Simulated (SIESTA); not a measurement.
The system is Co.

```
Co
1.0
     2.47056    0.00000    0.00000
    -1.23528    2.13957    0.00000
     0.00000    0.00000    8.08823
Co
4
Direct
  0.66667 0.33333 0.75000
  0.00000 0.00000 0.50000
  0.33333 0.66667 0.25000
  0.00000 0.00000 0.00000
```

* Program: SIESTA 5.4.2
* Task: single point
* Functional: PBE
* Potentials or basis: PseudoDojo 0.4 standard (PBE files)
* Basis: DZP (energy shift 0.003 Ry; two zetas on semicore shells)
* Grid cutoff: 800 Ry
* Energy shift: 0.003 Ry
* k mesh: 12 × 12 × 4
* Occupations: fermi-dirac, width 0.05 eV
* Spin: collinear spin, ferromagnetic start
* Starting moments: [2.0, 2.0, 2.0, 2.0] μB

On this cell: pressure 4.9 GPa; largest force under 0.003 eV/Å; net moment 6.66 μB per cell; site moments Co +1.68, +1.65 μB; band gap on the k mesh none (metal or under the smearing width).

The same run follows on a disturbed copy (atoms moved at random, drawn with an rms of 0.05 Å):

```xyz
4
Lattice="2.4706 0.0000 0.0000 -1.2353 2.1396 0.0000 0.0000 0.0000 8.0882" Properties=species:S:1:pos:R:3 pbc="T T T"
Co    1.2425    0.6991    6.0085
Co   -0.0286    0.0043    4.0137
Co   -0.0004    1.4878    2.0557
Co    0.0430   -0.0039   -0.0538
```

Question: What changes?

Answer: The energy (extrapolated to zero smearing) moves by +10.6 meV/atom; pressure 5.3 GPa; largest force 0.791 eV/Å; net moment 6.66 μB per cell; site moments Co +1.67, +1.63, +1.68 μB; band gap on the k mesh none (metal or under the smearing width).

Forces on the atoms (eV/Å):
```
Co   0.012  0.048  0.399
Co   0.103  0.050  0.104
Co  -0.008 -0.133 -0.780
Co  -0.109  0.032  0.280
```

Stress tensor (GPa, compression positive):
```
7.31 0.02 0.03
0.02 5.39 0.26
0.03 0.26 3.35
```

Caveats: short orbitals over semicore shells can move pressures by several GPa; the basis of atomic orbitals isn't converged, which shifts pressures, moduli and gaps.
